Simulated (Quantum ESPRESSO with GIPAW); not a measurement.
# CdS (Hawleyite): how strain moves the 33S line

GIPAW runs (PBEsol, plane-wave PAW from pslibrary 1.0.0 recipes, cutoffs 55 and 640 Ry, one 13×13×13 mesh for all shielding runs; Quantum ESPRESSO with GIPAW, a patched development version; no spin-orbit coupling, no macroscopic shape term) on CdS (Hawleyite), space group F-43m before straining. The cell below is strained along the z axis of the cell given, with the other two held, and the atoms were let relax in pw.x at each strain but kept their fractional coordinates.

```
Cd S
1.0
     0.00000    2.91650    2.91650
     2.91650    0.00000    2.91650
     2.91650    2.91650    0.00000
Cd S
1 1
Direct
  0.00000 0.00000 0.00000
  0.25000 0.25000 0.25000
```

The cell is an entry of the Crystallography Open Database; it need not be the form that is stable at ambient conditions.

The bonds are those of S (atom 2; bound to Cd4). One row is withheld. 1 further strain gave no sound result and is left out.

```
strain (%)  mean bond (Å)  σ_iso Cd (ppm)  σ_iso S (ppm)  span S (ppm)
        -2         2.5090         2867.96         661.76           5.3
      -1.5         2.5132         2879.79         658.68           3.9
        -1         2.5174         2891.64         655.50           2.6
         0         2.5258         2915.45         648.93           0.0
        +1         2.5342               ?              ?             ?
        +2         2.5427         2963.38         634.86           4.7
```

**Task.** Fit σ_iso of S against strain, judge whether a straight line is enough, and predict the withheld row at +1 %.

1. With n = 5: Σx = -2.500, Σy = 3259.73, Σx² = 11.2500, Σxy = -1697.320.

2. Slope b = (nΣxy − ΣxΣy)/(nΣx² − (Σx)²) = -6.75 ppm per %, intercept a = (Σy − bΣx)/n = 648.57 ppm.

3. Residuals (run less line), in the order of the table: -0.30, -0.01, +0.18, +0.36, -0.22 ppm. They bend in one sense; the largest is 1.3 % of the range of σ, so a line serves for most purposes and a parabola takes up the rest: σ = 648.93 − 6.726 x − 0.155 x², with residuals of 0.01 ppm or less.

4. At +1 % (inside the fitted range) the line gives 641.83 ppm and the parabola 642.05 ppm.

5. The run gives:

```
strain (%)  mean bond (Å)  σ_iso Cd (ppm)  σ_iso S (ppm)  span S (ppm)
        +1         2.5342         2939.37         642.08           2.4
```

Prediction less run: the line misses by -0.25 ppm, the parabola by -0.03 ppm. By the parabola, a strain of +1 % changes σ of S by -6.88 ppm and one of −1 % by +6.57 ppm; the mean slope is -6.75 ppm per %, or 8.0 ppm for 0.01 Å of mean bond length. The shift moves the opposite way, scaled by the slope of a reference line. Over the table σ of Cd goes from 2867.96 to 2963.38 ppm. Zero strain is the database's lattice, not this functional's rest cell, and neither cutoff nor mesh was tested for the slopes. The omitted shape term, common to all sites, changes with strain too. This build of gipaw.x prints that it is not audited and that its numbers are no references by themselves. 33S is quadrupolar, so a real line also moves with the field gradient, which is not computed here. pw.x warned of eigenvalues not converged in some cycles of these runs, which then met the threshold.

[Banner, clock, file and message-heading lines were taken out of the pw.x and gipaw.x logs.]

[Logs are printed without paths, hosts, clocks, repeated set-up lines and the standing remarks that a program may print on its own settings, such as how far it seeks lower states.]

[Hosts, paths, dates, database ids (printed as entryN), source tags and the programs' standing remarks are cut or masked in the printed files.]
